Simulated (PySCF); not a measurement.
norbornene: 4 charge schemes on one density

Norbornene, C7H10.
SMILES with atom numbers: `[CH:1]1=[CH:2][C@H:3]2[CH2:4][CH2:5][C@@H:6]1[CH2:7]2` (hydrogens: H8 on C1; H9 on C2; H10 on C3; H11, H12 on C4; H13, H14 on C5; H15 on C6; H16, H17 on C7)

Geometry (PBE0-D3(BJ)/def2-SVP, Å), atoms numbered from 1 in this order:
```
atom  x, y, z in Å
C1     1.4684    0.4164   -0.5438
C2     0.8105    1.4004    0.0857
C3    -0.3430    0.7649    0.8328
C4    -1.3591    0.3087   -0.2535
C5    -0.5991   -0.8277   -0.9811
C6     0.7571   -0.8803   -0.2199
C7     0.2855   -0.5848    1.2120
H8     2.2877    0.5210   -1.2581
H9     0.9811    2.4748   -0.0082
H10   -0.7830    1.3617    1.6431
H11   -1.6428    1.1349   -0.9210
H12   -2.2814   -0.0650    0.2179
H13   -1.1287   -1.7884   -0.8858
H14   -0.4582   -0.6352   -2.0544
H15    1.3323   -1.8020   -0.3814
H16    1.1184   -0.4831    1.9232
H17   -0.4447   -1.3171    1.5934
```

Density: PBE0/pcSseg-1 (PySCF); schemes: Mulliken, IAO, Hirshfeld and ESP-fitted. Isolated species at its PBE0-D3(BJ)/def2-SVP geometry, gas phase.

Problem. Atoms with like bonding are taken together and averaged. At which atom do the 4 schemes differ most?

Solution. At C3/C6: from -0.309 (Mulliken) to +0.168 e (ESP-fitted), 0.477 e apart.

Problem. Which atoms carry the lowest charge in the Mulliken, IAO, Hirshfeld and ESP-fitted schemes?

Solution. The schemes don't all agree: Mulliken C3/C6 (-0.309); IAO C4/C5 (-0.263); Hirshfeld C7 (-0.072); ESP-fitted C7 (-0.376).

Problem. What partial charge does each atom carry?

Solution. In e; atoms taken as equivalent share a row and are averaged (×n: the atom named and its like, n in all):

```
   atom                    environment  Mulliken     IAO  Hirshfeld  ESP-fitted
  C1/C2               alkene CH carbon    -0.059  -0.169     -0.053      -0.245
  C3/C6  sp3 carbon at a ring junction    -0.309  -0.117     -0.029      +0.168
  C4/C5                ring CH2 carbon    -0.145  -0.263     -0.071      -0.144
     C7                ring CH2 carbon    -0.074  -0.245     -0.072      -0.376
  H8/H9               vinylic hydrogen    +0.087  +0.146     +0.047      +0.147
H10/H15               methine hydrogen    +0.099  +0.132     +0.039      +0.025
H11/H14             methylene hydrogen    +0.123  +0.134     +0.033      +0.063
H12/H13             methylene hydrogen    +0.123  +0.131     +0.035      +0.054
    H16             methylene hydrogen    +0.125  +0.136     +0.033      +0.111
    H17             methylene hydrogen    +0.111  +0.122     +0.036      +0.130
```

Mean size of the charges over all atoms: IAO 0.158 e, ESP-fitted 0.136 e, Mulliken 0.129 e, Hirshfeld 0.044 e. Each set sums to the total charge, 0, to within 0.001 e. The IAO scheme projects the occupied orbitals on a minimal set of polarised atomic orbitals and counts the electrons in each atom's part of it. The Hirshfeld scheme weights the molecular density at each point by an atom's share of the summed free-atom densities.

Some averages cover members that differ in this geometry: C4/C5, ESP-fitted -0.161 to -0.127 e.

Problem. How closely do the schemes follow one another over all atoms?

Solution. Correlation coefficient and root-mean-square difference: IAO with Hirshfeld 1.00, 0.119 e; Mulliken with IAO 0.81, 0.099 e; Mulliken with Hirshfeld 0.78, 0.115 e; Hirshfeld with ESP-fitted 0.75, 0.131 e; IAO with ESP-fitted 0.71, 0.125 e; Mulliken with ESP-fitted 0.20, 0.196 e.

Problem. Sum the charges by element.

Solution. 
```json
{"element": "C", "atoms": "7", "Mulliken": "-1.100", "IAO": "-1.343", "Hirshfeld": "-0.376", "ESP-fitted": "-0.817"}
{"element": "H", "atoms": "10", "Mulliken": "+1.100", "IAO": "+1.343", "Hirshfeld": "+0.376", "ESP-fitted": "+0.817"}
```

The run behind these numbers computed NMR shieldings as well. Cost: about 19 s of CPU time on one thread (with the writing of density and orbital grids); the machine was shared, so the figure is rough.
